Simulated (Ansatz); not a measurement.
ZnSe (Stilleite), computed twice by G0W0.

```
Zn Se
1.0
     0.00000    2.83380    2.83380
     2.83380    0.00000    2.83380
     2.83380    2.83380    0.00000
Zn Se
1 1
Direct
  0.00000 0.00000 0.00000
  0.25000 0.25000 0.25000
```

The cell and positions come from the Crystallography Open Database and are kept as given unless a step says otherwise.

The first (Ansatz 0.2.0; start PBE with 15 % exact exchange, 6×6×6 mesh, 189 empty bands, screening to 150 eV, PAW set soft_1 files; 1 × NVIDIA H100 80GB HBM3 (shared by 6 runs) with 3 threads of AMD EPYC 7R13 (Zen 3), shared host) gave, on its mesh: starting gap 2.32 eV, G0W0 gap 2.86 eV, RPA ε∞ (mean) 5.81, 68 s.

The second changes start from PBE with 15 % exact exchange to PBE with 20 % exact exchange. What does it give?

It gave: starting gap 2.67 eV, G0W0 gap 3.00 eV, RPA ε∞ (mean) 5.34, 70 s. The G0W0 gap moves by +0.14 eV, +0.36 eV from the start and −0.21 eV from the correction. Σc changes by −0.08 eV at the valence top and +0.03 eV at the conduction bottom, and Σx − Vxc between them by −0.32 eV.

Limits: not at the basis limit; no spin-orbit coupling.

[Paths, hosts, dates, memory and timing lines, banners, echoed tables and standing remarks are left out of the program output.]

[Logs are printed without paths, hosts, clocks, repeated set-up lines and the standing remarks that a program may print on its own settings, such as how far it seeks lower states.]

[Runs of the session that timed out or met a known fault of the program may be left out.]

[Cells called generated may have been cut or substituted from an entry of the Crystallography Open Database or the Materials Project.]

[Hosts, paths, dates, database ids (printed as entryN), source tags and the programs' standing remarks are cut or masked in the printed files.]
